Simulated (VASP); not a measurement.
Wanted: the native input for a VASP 6.6.1 run.

* Task: relaxation of the atoms
* Functional: PBE
* Potentials or basis: VASP PAW PBE potentials, release 64 (Zn, Se)
* Cutoff: 600 eV
* k mesh: 8 × 8 × 8
* Occupations: gaussian, width 0.03 eV
* Spin: no spin polarisation
* Further INCAR settings: ALGO = Normal; EDIFF = 1e-07; IBRION = 2; EDIFFG = -0.01; NSW = 40

The structure of ZnSe (Stilleite) lies in POSCAR:

```
ZnSe                                    
1.0
    0.0000000000      2.8108936711      2.8108936711
    2.8108936711      0.0000000000      2.8108936711
    2.8108936711      2.8108936711      0.0000000000
  Zn              Se            
     1     1
Direct
     1.0000000000000000    1.0000000000000000    1.0000000000000000
     0.2500000000000000    0.2500000000000000    0.2500000000000000
```

The cell isn't the ideal one: a relaxed cell with its volume scaled by 0.94.

These files were run (other wordings do the same):

INCAR

```
SYSTEM = ZnSe
  ALGO = Normal
  EDIFF = 1E-7
  EDIFFG = -0.01
  ENCUT = 600
  GGA = PE
  IBRION = 2
  ISIF = 2
  ISMEAR = 0
  LASPH = .True.
  LCHARG = .False.
  LREAL = .False.
  LWAVE = .False.
  NELM = 80
  NSW = 40
  PREC = Accurate
  SIGMA = 0.03
```

KPOINTS

```
k-points
0
Gamma
  8 8 8
  0 0 0
```

Potentials or basis: VASP PAW PBE potentials, release 64 (Zn, Se).

Launch:

```console
$ cat potpaw_PBE.64/Zn/POTCAR potpaw_PBE.64/Se/POTCAR > POTCAR
$ mpirun -np 1 vasp_std > vasp.out
```

It gave:

* Pressure after relaxing: 4.0 GPa
* Band gap on the k mesh: 1.39 eV, direct

Caveat: the relaxation stopped at its first step, so nothing moved.

It took 15 s on 1 thread of Intel(R) Xeon(R) Platinum 8259CL CPU @ 2.50GHz (Skylake/Cascade Lake) (shared host), peak memory 0.18 GiB.
